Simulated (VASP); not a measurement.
# CsSnBr3 (Pm-3m) in VASP: a series of runs

The runs below take CsSnBr3 through relaxation of cell and atoms, with PBEsol.

Everything below comes from runs of VASP 6.6.1. Logs are shortened: lines on timing, memory, paths and dates and some standing lists are left out, and cuts for length are marked.

## 1. Starting point

Symmetry: Pm-3m, No. 221, cubic system. Conventional cell: a = 5.839 Å, b = 5.839 Å, c = 5.839 Å, α = 90.00°, β = 90.00°, γ = 90.00°. Around Cs (site symmetry m-3m) lie 12 Br at 4.13 Å. Sn (site symmetry m-3m) is surrounded by 6 Br at 2.92 Å. Around Br (site symmetry 4/mmm) lie 2 Sn at 2.92 Å.

The cell is a database's computed one.

## 2. Relaxation of cell and atoms, PBEsol

The input, INCAR:

```
  ALGO = Normal
  EDIFF = 1E-6
  EDIFFG = -0.01
  ENCUT = 600
  GGA = PS
  IBRION = 2
  ISIF = 3
  ISMEAR = 0
  KPAR = 2
  LASPH = T
  LCHARG = F
  LREAL = F
  LWAVE = F
  NELM = 80
  NSW = 90
  PREC = Accurate
  SIGMA = 0.03
```

The input, KPOINTS:

```
k-points
0
Gamma
  6 6 6
```

The input, POSCAR:

```
CsSnBr3
1.0
    5.8390056100      0.0000000000      0.0000000000
    0.0000000000      5.8390056100      0.0000000000
    0.0000000000      0.0000000000      5.8390056100
Cs Sn Br
1 1 3
Direct
    0.0000000000      0.0000000000      0.0000000000
    0.5000000000      0.5000000000      0.5000000000
    0.5000000000      0.0000000000      0.5000000000
    0.5000000000      0.5000000000      0.0000000000
    0.0000000000      0.5000000000      0.5000000000
```

Potentials or basis: VASP PAW PBE potentials, release 64 (Cs_sv, Sn_d, Br).

Started as:

```bash
$ cat potpaw_PBE.64/Cs_sv/POTCAR potpaw_PBE.64/Sn_d/POTCAR potpaw_PBE.64/Br/POTCAR > POTCAR
$ mpirun -np 2 vasp_std > vasp.out
```

OUTCAR:

```text
EDIFF = 1E-6
   EDIFFG = -0.01
   ENCUT = 600
   GGA = PS
   IBRION = 2
   ISIF = 3
   ISMEAR = 0
   LASPH = T
   LREAL = F
   NELM = 80
   NSW = 90
   PREC = Accurate

 ion  position               nearest neighbor table
   1  0.000  0.000  0.000-
   2  0.500  0.500  0.500-   3 2.92   4 2.92   5 2.92   4 2.92   3 2.92   5 2.92
   3  0.500  0.000  0.500-   2 2.92   2 2.92
   4  0.500  0.500  0.000-   2 2.92   2 2.92
   5  0.000  0.500  0.500-   2 2.92   2 2.92

  LATTYP: Found a simple cubic cell.
 ALAT       =     5.8390056100

  Lattice vectors:

 A1 = (   5.8390056100,   0.0000000000,   0.0000000000)
 A2 = (   0.0000000000,   5.8390056100,   0.0000000000)
 A3 = (   0.0000000000,   0.0000000000,   5.8390056100)

Analysis of symmetry for initial positions (statically):
=====================================================================
 Subroutine PRICEL returns:
 Original cell was already a primitive cell.

 Routine SETGRP: Setting up the symmetry group for a
 simple cubic supercell.

 Subroutine GETGRP returns: Found 48 space group operations
 (whereof 48 operations were pure point group operations)
 out of a pool of 48 trial point group operations.

The static configuration has the point symmetry O_h .

Analysis of symmetry for dynamics (positions and initial velocities):
=====================================================================
 Subroutine PRICEL returns:
 Original cell was already a primitive cell.

 Routine SETGRP: Setting up the symmetry group for a
 simple cubic supercell.

 Subroutine GETGRP returns: Found 48 space group operations
 (whereof 48 operations were pure point group operations)
 out of a pool of 48 trial point group operations.

The dynamic configuration has the point symmetry O_h .

 Subroutine INISYM returns: Found 48 space group operations
 (whereof 48 operations are pure point group operations),
 and found     1 'primitive' translations

----------------------------------------------------------------------------------------

                                     Primitive cell

  volume of cell :     199.0750

  direct lattice vectors                    reciprocal lattice vectors
     5.839005610  0.000000000  0.000000000     0.171262038  0.000000000  0.000000000
     0.000000000  5.839005610  0.000000000     0.000000000  0.171262038  0.000000000
     0.000000000  0.000000000  5.839005610     0.000000000  0.000000000  0.171262038

  length of vectors
[... 75 lines left out ...]
   ISTART =      0    job   : 0-new  1-cont  2-samecut
   ICHARG =      2    charge: 1-file 2-atom 10-const
   ISPIN  =      1    spin polarized calculation?
   LNONCOLLINEAR =      F non collinear calculations
   LSORBIT =      F    spin-orbit coupling
   LASPH  =      T    aspherical Exc in radial PAW
   ENCUT  =  600.0 eV  44.10 Ry    6.64 a.u.  11.66 11.66 11.66*2*pi/ulx,y,z
   NELM   =     80;   NELMIN=  2; NELMDL= -5     # of ELM steps
   EDIFF  = 0.1E-05   stopping-criterion for ELM
   LREAL  =      F    real-space projection
   EDIFFG = -.1E-01   stopping-criterion for IOM
   NSW    =     90    number of steps for IOM
   IBRION =      2    ionic relax: 0-MD 1-quasi-New 2-CG
   NFREE  =      1    steps in history (QN), initial steepest desc. (CG)
   ISIF   =      3    stress and relaxation
   ISYM   =      2    0-nonsym 1-usesym 2-fastsym
   POTIM  = 0.5000    time-step for ionic-motion
   TEBEG  =    0.0;   TEEND  =   0.0 temperature during run
   PSTRESS=    0.0 pullay stress
   NELECT =      44.0000    total number of electrons
   NUPDOWN=      -1.0000    fix difference up-down
   EMIN   =  10.00;   EMAX   =-10.00  energy-range for DOS
   EFERMI =   0.00;   METHOD = LEGACY
   ISMEAR =     0;   SIGMA  =   0.03  broadening in eV -4-tet -1-fermi 0-gaus
   EFERMI_NEDOS =   21; number of points for ismear=-14 and -15
   IALGO  =     38    algorithm
   IMIX   =      4    mixing-type and parameters
     AMIX     =   0.40;   BMIX     =  1.00
     AMIX_MAG =   1.60;   BMIX_MAG =  1.00
  volume/ion in A,a.u.               =      39.81       268.68
  Fermi-wavevector in a.u.,A,eV,Ry     =   0.989814  1.870477 13.330054  0.979731
  Thomas-Fermi vector in A             =   2.121439
   LORBIT       =      0    0 simple, 1 ext, 2 COOP (PROOUT), +10 PAW based schemes
   GGA     = PS    functional components
   LHFCALC =     F    Hartree Fock is set to
   AEXX    =    0.0000 exact exchange contribution
   IVDW    =     0    specifies the selected vdW correction
   LEPSILON=     F    determine dielectric tensor
   LRPA    =     F    only Hartree local field effects (RPA)
 conjugate gradient relaxation of ions
 non-spin polarized calculation
 Gauss-broadening in eV      SIGMA  =   0.03
  energy-cutoff  :      600.00
  volume of cell :      199.07
 maximum number of plane-waves:      6704
 NGX is ok and might be reduce to    48
   NGX = 23   NGY = 23   NGZ = 23

--------------------------------------- Ionic step        1  -------------------------------------------

 number of electron      44.0000008 magnetization

 Free energy of the ion-electron system (eV)
  ---------------------------------------------------
  ext. energy  EPLUGINS =         0.00000000
  ---------------------------------------------------
  free energy    TOTEN  =       -16.79119746 eV

  energy without entropy =      -16.79119746  energy(sigma->0) =      -16.79119746

------------------------ aborting loop because EDIFF is reached ----------------------------------------

  FORCE on cell =-STRESS in cart. coord.  units (eV):
  Direction    XX          YY          ZZ          XY          YZ          ZX
  --------------------------------------------------------------------------------------
  -------------------------------------------------------------------------------------
  Total       -0.9627055     -0.9627055     -0.9627055     -0.0000000      0.0000000      0.0000000
  in kB       -7.7479600     -7.7479600     -7.7479600     -0.0000000      0.0000000      0.0000000
  external PRESSURE =      -7.7479600 kB  Pullay stress =       0.0000000 kB
[... 65 lines left out ...]
--------------------------------------- Ionic step        3  -------------------------------------------

 number of electron      44.0000011 magnetization

 Free energy of the ion-electron system (eV)
  ---------------------------------------------------
  ext. energy  EPLUGINS =         0.00000000
  ---------------------------------------------------
  free energy    TOTEN  =       -16.80917536 eV

  energy without entropy =      -16.80917536  energy(sigma->0) =      -16.80917536

 E-fermi :   2.6385     XC(G=0):  -7.9952

 val. band max:        2.5287141069   @ k =   0.5000   0.5000   0.5000
 cond. band min:       2.7526331810   @ k =   0.5000   0.5000   0.5000
 fundamental gap:      0.2239190741
 Fermi energy:         2.6384864776

 k-point     1 :       0.0000    0.0000    0.0000
  band No.  band energies     occupation
      1     -19.9088      2.00000
      2     -19.7184      2.00000
      3     -19.7184      2.00000
      4     -19.6812      2.00000
      5     -19.6812      2.00000
      6     -19.6812      2.00000
[... 601 lines left out ...]
  FREE ENERGIE OF THE ION-ELECTRON SYSTEM (eV)
  ---------------------------------------------------
  free  energy   TOTEN  =       -16.8091753620 eV

  energy  without entropy=      -16.8091753618  energy(sigma->0) =      -16.80917536

 reached required accuracy - stopping structural energy minimisation
```

OSZICAR:

```text
N       E                     dE             d eps       ncg     rms          rms(c)
DAV:   1     0.417614797543E+03    0.41761E+03   -0.20543E+04  1040   0.179E+03
[... 24 lines left out ...]
DAV:   1    -0.168312686496E+02   -0.23198E-01   -0.47836E-01  1370   0.632E+00    0.777E-01
DAV:   2    -0.168131701752E+02    0.18098E-01   -0.32805E-02  1304   0.160E+00    0.320E-01
DAV:   3    -0.168093218469E+02    0.38483E-02   -0.13866E-02  1386   0.965E-01    0.115E-01
DAV:   4    -0.168092284156E+02    0.93431E-04   -0.27493E-04  1164   0.120E-01    0.884E-02
DAV:   5    -0.168091741438E+02    0.54272E-04   -0.12324E-04  1400   0.917E-02    0.224E-02
DAV:   6    -0.168091748340E+02   -0.69030E-06   -0.16076E-05  1198   0.413E-02    0.354E-03
DAV:   7    -0.168091753620E+02   -0.52795E-06   -0.61084E-07   742   0.640E-03
   3 F= -.16809175E+02 E0= -.16809175E+02  d E =-.179779E-01
```

Wall time 2.1 min (2 MPI ranks of Intel Xeon Platinum 8488C (Sapphire Rapids), shared host); peak memory 0.42 GiB.

What came out:

* Free energy: -16.8092 eV
* Relaxed volume: 38.40 Å³/atom
* Relaxed cell: a = 5.769 Å, b = 5.769 Å, c = 5.769 Å, α = 90.00°, β = 90.00°, γ = 90.00°
* Space group after relaxing (to 0.05 Å): Pm-3m (No. 221)
* Energy gained by relaxing: 3.6 meV/atom
* Ionic steps: 3
* Pressure after relaxing: 0.0 GPa
* Band gap on the k mesh: 0.22 eV, direct

The path:
```csv
step,energy change (eV),largest force (eV/Å),pressure (GPa),volume (Å³)
1,0.0000,0.0000,-0.77,199.07
2,-0.0169,0.0000,-0.19,193.58
3,-0.0180,0.0000,-0.02,191.98
```

Final structure:
```
CELL_PARAMETERS angstrom
5.76882 0.00000 0.00000
0.00000 5.76882 0.00000
0.00000 0.00000 5.76882
ATOMIC_POSITIONS crystal
Cs 0.00000 0.00000 0.00000
Sn 0.50000 0.50000 0.50000
Br 0.50000 0.00000 0.50000
Br 0.50000 0.50000 0.00000
Br 0.00000 0.50000 0.50000
```

Caveat: the PAW data sets were made with another functional, which shifts forces and pressure a little; spin-orbit coupling is left out, which moves the levels of the heavy elements. A k mesh can miss the band edges.

## 3. Relaxation of cell and atoms, PBEsol

This run uses another cell than the first one, of 38.40 Å³/atom, 0.964 times its volume.

Changes to INCAR since step 2:

```diff
@@ -1,4 +1,4 @@
   ALGO = Normal
-  EDIFF = 1E-6
-  EDIFFG = -0.01
+  EDIFF = 1E-7
+  EDIFFG = -0.005
   ENCUT = 600
```

KPOINTS is that of step 2.

The input, POSCAR:

```
CsSnBr3                                 
1.0
    5.7688234695     -0.0000000000      0.0000000000
   -0.0000000000      5.7688234695     -0.0000000000
   -0.0000000000      0.0000000000      5.7688234695
  Cs              Sn              Br            
     1     1     3
Direct
     0.0000000000000000    0.0000000000000000    0.0000000000000000
     0.5000000000000000    0.5000000000000000    0.5000000000000000
     0.5000000000000000    0.0000000000000000    0.5000000000000000
     0.5000000000000000    0.5000000000000000    0.0000000000000000
     0.0000000000000000    0.5000000000000000    0.5000000000000000
```

Potentials or basis: VASP PAW PBE potentials, release 64 (Cs_sv, Sn_d, Br).

Started as:

```bash
$ cat potpaw_PBE.64/Cs_sv/POTCAR potpaw_PBE.64/Sn_d/POTCAR potpaw_PBE.64/Br/POTCAR > POTCAR
$ mpirun -np 2 vasp_std > vasp.out
```

OUTCAR:

```text
EDIFF = 1E-7
   EDIFFG = -0.005
   ENCUT = 600
   GGA = PS
   IBRION = 2
   ISIF = 3
   ISMEAR = 0
   LASPH = T
   LREAL = F
   NELM = 80
   NSW = 90
   PREC = Accurate

 ion  position               nearest neighbor table
   1  0.000  0.000  0.000-
   2  0.500  0.500  0.500-   3 2.88   4 2.88   5 2.88   4 2.88   3 2.88   5 2.88
   3  0.500  0.000  0.500-   2 2.88   2 2.88
   4  0.500  0.500  0.000-   2 2.88   2 2.88
   5  0.000  0.500  0.500-   2 2.88   2 2.88

  LATTYP: Found a simple cubic cell.
 ALAT       =     5.7688234695

  Lattice vectors:

 A1 = (   5.7688234695,   0.0000000000,   0.0000000000)
 A2 = (   0.0000000000,   5.7688234695,   0.0000000000)
 A3 = (   0.0000000000,   0.0000000000,   5.7688234695)

Analysis of symmetry for initial positions (statically):
=====================================================================
 Subroutine PRICEL returns:
 Original cell was already a primitive cell.

 Routine SETGRP: Setting up the symmetry group for a
 simple cubic supercell.

 Subroutine GETGRP returns: Found 48 space group operations
 (whereof 48 operations were pure point group operations)
 out of a pool of 48 trial point group operations.

The static configuration has the point symmetry O_h .

Analysis of symmetry for dynamics (positions and initial velocities):
=====================================================================
 Subroutine PRICEL returns:
 Original cell was already a primitive cell.

 Routine SETGRP: Setting up the symmetry group for a
 simple cubic supercell.

 Subroutine GETGRP returns: Found 48 space group operations
 (whereof 48 operations were pure point group operations)
 out of a pool of 48 trial point group operations.

The dynamic configuration has the point symmetry O_h .

 Subroutine INISYM returns: Found 48 space group operations
 (whereof 48 operations are pure point group operations),
 and found     1 'primitive' translations
[... 118 lines left out ...]
  Fermi-wavevector in a.u.,A,eV,Ry     =   1.001856  1.893233 13.656367  1.003715
  Thomas-Fermi vector in A             =   2.134305
   LORBIT       =      0    0 simple, 1 ext, 2 COOP (PROOUT), +10 PAW based schemes
   GGA     = PS    functional components
   LHFCALC =     F    Hartree Fock is set to
   AEXX    =    0.0000 exact exchange contribution
   IVDW    =     0    specifies the selected vdW correction
   LEPSILON=     F    determine dielectric tensor
   LRPA    =     F    only Hartree local field effects (RPA)
 conjugate gradient relaxation of ions
 non-spin polarized calculation
 Gauss-broadening in eV      SIGMA  =   0.03
  energy-cutoff  :      600.00
  volume of cell :      191.98
 maximum number of plane-waves:      6488
 NGX is ok and might be reduce to    48
   NGX = 23   NGY = 23   NGZ = 23

 number of electron      44.0000011 magnetization

 Free energy of the ion-electron system (eV)
  ---------------------------------------------------
  ext. energy  EPLUGINS =         0.00000000
  ---------------------------------------------------
  free energy    TOTEN  =       -16.80876003 eV

  energy without entropy =      -16.80876003  energy(sigma->0) =      -16.80876003

 E-fermi :   2.6383     XC(G=0):  -7.9954

 val. band max:        2.5283540820   @ k =   0.5000   0.5000   0.5000
 cond. band min:       2.7523211055   @ k =   0.5000   0.5000   0.5000
 fundamental gap:      0.2239670235
 Fermi energy:         2.6382665416

 k-point     1 :       0.0000    0.0000    0.0000
  band No.  band energies     occupation
      1     -19.9084      2.00000
      2     -19.7189      2.00000
      3     -19.7189      2.00000
      4     -19.6817      2.00000
      5     -19.6817      2.00000
      6     -19.6817      2.00000
[... 569 lines left out ...]
     25       2.7523      0.00000
     26       5.9230      0.00000

------------------------ aborting loop because EDIFF is reached ----------------------------------------

  FORCE on cell =-STRESS in cart. coord.  units (eV):
  Direction    XX          YY          ZZ          XY          YZ          ZX
  --------------------------------------------------------------------------------------
  -------------------------------------------------------------------------------------
  Total       -0.0231655     -0.0231655     -0.0231655     -0.0000000     -0.0000000     -0.0000000
  in kB       -0.1933260     -0.1933260     -0.1933260     -0.0000000     -0.0000000     -0.0000000
  external PRESSURE =      -0.1933260 kB  Pullay stress =       0.0000000 kB

 VOLUME and BASIS-vectors are now :
 -----------------------------------------------------------------------------
  energy-cutoff  :      600.00
  volume of cell :      191.98
      direct lattice vectors                 reciprocal lattice vectors
     5.768823470  0.000000000  0.000000000     0.173345571  0.000000000  0.000000000
     0.000000000  5.768823470  0.000000000     0.000000000  0.173345571  0.000000000
     0.000000000  0.000000000  5.768823470     0.000000000  0.000000000  0.173345571

 POSITION                                       TOTAL-FORCE (eV/Angst)
 -----------------------------------------------------------------------------------
      0.00000      0.00000      0.00000         0.000000      0.000000      0.000000
      2.88441      2.88441      2.88441         0.000000      0.000000      0.000000
      2.88441      0.00000      2.88441         0.000000      0.000000      0.000000
      2.88441      2.88441      0.00000         0.000000      0.000000      0.000000
      0.00000      2.88441      2.88441         0.000000      0.000000      0.000000
 -----------------------------------------------------------------------------------
    total drift:                                0.000000     -0.000000     -0.000000

  FREE ENERGIE OF THE ION-ELECTRON SYSTEM (eV)
  ---------------------------------------------------
  free  energy   TOTEN  =       -16.8087600294 eV

  energy  without entropy=      -16.8087600292  energy(sigma->0) =      -16.80876003

 reached required accuracy - stopping structural energy minimisation
```

CONTCAR:

```text
CsSnBr3
   1.00000000000000
     5.7688234695000000    0.0000000000000000    0.0000000000000000
     0.0000000000000000    5.7688234695000000    0.0000000000000000
     0.0000000000000000    0.0000000000000000    5.7688234695000000
  Cs              Sn              Br
     1     1     3
Direct
     0.0000000000000000    0.0000000000000000    0.0000000000000000
     0.5000000000000000    0.5000000000000000    0.5000000000000000
     0.5000000000000000    0.0000000000000000    0.5000000000000000
     0.5000000000000000    0.5000000000000000    0.0000000000000000
     0.0000000000000000    0.5000000000000000    0.5000000000000000

  0.00000000E+00  0.00000000E+00  0.00000000E+00
  0.00000000E+00  0.00000000E+00  0.00000000E+00
  0.00000000E+00  0.00000000E+00  0.00000000E+00
  0.00000000E+00  0.00000000E+00  0.00000000E+00
  0.00000000E+00  0.00000000E+00  0.00000000E+00
```

Run time: 64 s. Hardware: 2 MPI ranks of Intel Xeon Platinum 8488C (Sapphire Rapids), shared host; peak memory 0.39 GiB.

Results:

| Item | Value |
| --- | --- |
| Free energy | -16.8088 eV |
| Pressure after relaxing | 0.0 GPa |
| Band gap on the k mesh | 0.22 eV, direct |

Final structure:
```cif
data_structure
_symmetry_space_group_name_H-M 'P 1'
_symmetry_Int_Tables_number 1
_cell_length_a 5.7688
_cell_length_b 5.7688
_cell_length_c 5.7688
_cell_angle_alpha 90.000
_cell_angle_beta 90.000
_cell_angle_gamma 90.000
_cell_volume 191.98
loop_
_atom_site_label
_atom_site_type_symbol
_atom_site_fract_x
_atom_site_fract_y
_atom_site_fract_z
_atom_site_occupancy
Cs1 Cs 0.00000 0.00000 0.00000 1
Sn1 Sn 0.50000 0.50000 0.50000 1
Br1 Br 0.50000 0.00000 0.50000 1
Br2 Br 0.50000 0.50000 0.00000 1
Br3 Br 0.00000 0.50000 0.50000 1
```

Caveat: the relaxation stopped at its first step, so nothing moved; the PAW data sets were made with another functional, which shifts forces and pressure a little; spin-orbit coupling is left out, which moves the levels of the heavy elements.
